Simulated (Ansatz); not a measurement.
**Palladium, A15 under PBE: relaxation and energy**

What does PBE give for palladium in the A15 structure? We relax it, then solve it on a dense k-mesh. Spin polarisation is left out. The k-meshes are 5×5×5 for the relaxation; 7×7×7 for the dense run.

Computed with Ansatz 0.2.0 (DFT PBE, plane waves (420 eV) with PAW, scalar-relativistic, unless a step says otherwise).

## 1. Starting point

Symmetry: Pm-3n, No. 223, cubic system. Conventional cell: a = 4.901 Å, b = 4.901 Å, c = 4.901 Å, α = 90.00°, β = 90.00°, γ = 90.00°. Pd (site symmetry m-3) is surrounded by 12 Pd at 2.74 Å. Pd (site symmetry -4m2) has 6 Pd at 2.45 to 2.74 Å as nearest neighbours.

Coordinates:

```
CELL_PARAMETERS angstrom
4.90084 0.00000 0.00000
0.00000 4.90084 0.00000
0.00000 0.00000 4.90084
ATOMIC_POSITIONS crystal
Pd 0.00000 0.00000 0.00000
Pd 0.50000 0.50000 0.50000
Pd 0.25000 0.00000 0.50000
Pd 0.75000 0.00000 0.50000
Pd 0.50000 0.25000 0.00000
Pd 0.50000 0.75000 0.00000
Pd 0.00000 0.50000 0.25000
Pd 0.00000 0.50000 0.75000
```

## 2. Relaxation of the cell

input.yaml

```yaml
crystal:
  lattice:
    - [4.9008408999, 0.0, 0.0]
    - [0.0, 4.9008408999, 0.0]
    - [0.0, 0.0, 4.9008408999]
  atoms:
    - { symbol: Pd, position: [0.0, 0.0, 0.0] }
    - { symbol: Pd, position: [0.5, 0.5, 0.5] }
    - { symbol: Pd, position: [0.25, 0.0, 0.5] }
    - { symbol: Pd, position: [0.75, 0.0, 0.5] }
    - { symbol: Pd, position: [0.5, 0.25, 0.0] }
    - { symbol: Pd, position: [0.5, 0.75, 0.0] }
    - { symbol: Pd, position: [0.0, 0.5, 0.25] }
    - { symbol: Pd, position: [0.0, 0.5, 0.75] }
hamiltonian:
  xc: pbe
  pseudopotentials:
    kind: paw
    azcp:
      Pd: "pseudopotentials/Pd.paw.azcp"
basis:
  ecutwfc: 420
  fft_grid_basis: typed
kpoints:
  mp_grid: { grid: [5, 5, 5], shift: [0, 0, 0] }
magnetization:
  spin_polarized: false
scf:
  occupations: { method: fermi_dirac, width: 0.1 }
relax:
  max_steps: 60
  f_tol: 0.01
  cell: {}
```

After this run come: Single point on a dense mesh.

What does the calculation give? Wanted: space group; conventional cell; volume; shortest distance; gap on the mesh; relative to fcc.

The runs gave:

```
                      quantity                         value
space group (spins left aside)               Pm-3n (No. 223)
             conventional cell                   a = 5.018 Å
                        volume                15.794 Å³/atom
             shortest distance                       2.509 Å
               gap on the mesh  none (levels filled in part)
               relative to fcc                 +123 meV/atom
```

What this shows: From the guessed start the volume grew by 7.3 % in 5 steps. Against the reference form of palladium (fcc, computed apart with the same settings) it stands 123 meV/atom higher. Levels at the Fermi energy are filled in part, as in a metal. The symmetry was held, so the structure may be unstable against distortions that break it.
